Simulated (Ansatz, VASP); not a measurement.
## Two plane-wave programs on SrO

Contents of INCAR:

```
ALGO = Normal
EDIFF = 1E-6
ENCUT = 520
GGA = PE
ISIF = 2
ISMEAR = 0
LASPH = T
LCHARG = T
LELF = T
LREAL = F
LVHAR = T
LWAVE = F
NBANDS = 15
NELM = 80
PREC = Accurate
SIGMA = 0.05
```

KPOINTS

```
k-points
0
Gamma
  8 8 8
```

The input POSCAR:

```
SrO
1.0
    0.0000000000      2.3896004178      2.7012874288
    2.3896004178      0.0000000000      2.7012874288
    2.3896004178      2.3896004178      0.0000000000
Sr O
1 1
Direct
    0.0000000000      0.0000000000      0.0000000000
    0.5000000000      0.5000000000      0.5000000000
```

Input for Ansatz:

```yaml
crystal:
  lattice:
    - [0.0, 2.3896004178, 2.7012874288]
    - [2.3896004178, 0.0, 2.7012874288]
    - [2.3896004178, 2.3896004178, 0.0]
  atoms:
    - { symbol: Sr, position: [0.0, 0.0, 0.0] }
    - { symbol: O, position: [0.5, 0.5, 0.5] }
basis:
  ecutwfc: 420
kpoints:
  mp_grid: { grid: [8, 8, 8] }
hamiltonian:
  xc: pbe
scf:
  occupations: { method: gaussian, width: 0.05 }
output:
  forces: true
  stress: true
  eigenvalues: true
```

Change from the starting cell: strain -0.080 along x and y, +0.040 along z, atoms carried along.

Alike in both runs: task single point; functional PBE; k mesh 8 × 8 × 8; occupations gaussian, width 0.05 eV; no spin polarisation.

```csv
,VASP,Ansatz
version,VASP 6.6.1,Ansatz 0.2.0
potentials or method,"VASP PAW PBE potentials, release 64 (Sr_sv, O)","scalar-relativistic, plane waves, PAW"
plane-wave cutoff (eV),520,420
valence electrons in the cell,16,16
```

```tsv
	VASP	Ansatz	Ansatz less VASP
gap on the k mesh at the Fermi level (eV)	2.82	2.86	+0.046
least direct gap on the mesh (eV)	2.82	2.86	+0.046
pressure (GPa)	19.4	18.3	-1.08
largest component of the traceless stress (GPa)	16.95	16.16	-0.787
```

With one functional, cell and mesh, what is left measures potentials, basis and numerics.

Caveats: so large a pressure means that the cell lies far from this level's equilibrium, or that cutoff or potentials fall short (VASP). A k mesh can miss the band edges.
